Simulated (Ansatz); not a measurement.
TiC: phonons with LDA

Crystal: TiC.

```
Ti C
1.0
     0.00000    2.16572    2.16572
     2.16572    0.00000    2.16572
     2.16572    2.16572    0.00000
Ti C
1 1
Direct
  0.00000 0.00000 0.00000
  0.50000 0.50000 0.50000
```

The cell is a database's computed one.

```
Program             : Ansatz 0.2.0
Task                : phonons
Functional          : LDA
Potentials or basis : all-electron LAPW, scalar-relativistic
Cutoff              : 329 eV (chosen from the basis error)
Basis error allowed : 0.001 eV/atom
k mesh              : 8 × 8 × 8
Occupations         : fermi-dirac, width 0.05 eV
Spin                : no spin polarisation
```

```
Band gap on the k mesh        : none (metal or under the smearing width)
Highest phonon frequency at Γ : 512 cm⁻¹
```

Levels at points of the mesh, in eV from the Fermi level:
| k point | band 9 | band 10 | band 11 | band 12 | band 13 | band 14 | band 15 | band 16 |
| --- | --- | --- | --- | --- | --- | --- | --- | --- |
| (0.00, 0.00, 0.00) | -12.17 | 0.69 | 0.69 | 0.69 | 1.74 | 1.74 | 1.74 | 1.77 |
| (0.00, 0.00, -0.50) | -8.63 | -5.78 | -2.84 | -2.84 | 2.93 | 2.93 | 4.12 | 8.23 |
| (0.00, -0.50, -0.50) | -9.88 | -3.32 | -1.62 | 0.04 | 0.04 | 2.78 | 3.54 | 3.54 |

Phonon frequencies in cm⁻¹ (negative: imaginary):
```
              q point        frequencies
(0.000, 0.000, 0.000)  0 0 0 512 512 512
```

Run time: 24 s on 1 thread of Arm Neoverse V1, on a shared host, peak memory 0.28 GiB.

Caveat: the k mesh is thin for a metal, which can move the energy by tens of meV per atom; a metal's response needs a denser mesh.
